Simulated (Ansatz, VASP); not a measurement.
## Two plane-wave programs on NaH

```
Na H
1.0
     2.14351    2.14351    0.00000
    -2.14351    2.14351    0.00000
     0.00000    2.14351    2.14351
Na H
1 1
Direct
  0.00000 0.00000 0.00000
  0.50000 0.50000 0.00000
```

Alike in both runs: functional PBEsol; k mesh 8 × 8 × 8; no spin polarisation.

Ansatz relaxed the structure, and its values are those at the end. VASP's run is a single point on that final structure, the one shown.

```csv
,VASP,Ansatz
version,VASP 6.6.1,Ansatz 0.2.0
potentials or method,"VASP PAW PBE potentials, release 64 (Na_pv, H)","PAW with Ansatz's default frozen-core files, scalar-relativistic"
plane-wave cutoff (eV),520,420
occupations,"gaussian, width 0.01 eV",fixed
valence electrons in the cell,8,10
```

VASP gave:

| Quantity | Value |
| --- | --- |
| pressure (GPa) | 15.1 |

**Question.** Estimate Ansatz's values.

**Answer.** Pressure (GPa): 15.0.

The two sets of potentials don't hold the same shells in valence.

Caveats: so large a pressure means that the cell lies far from this level's equilibrium, or that cutoff or potentials fall short (VASP); the potentials were made for another functional, which shifts forces and pressure (VASP). A k mesh can miss the band edges.
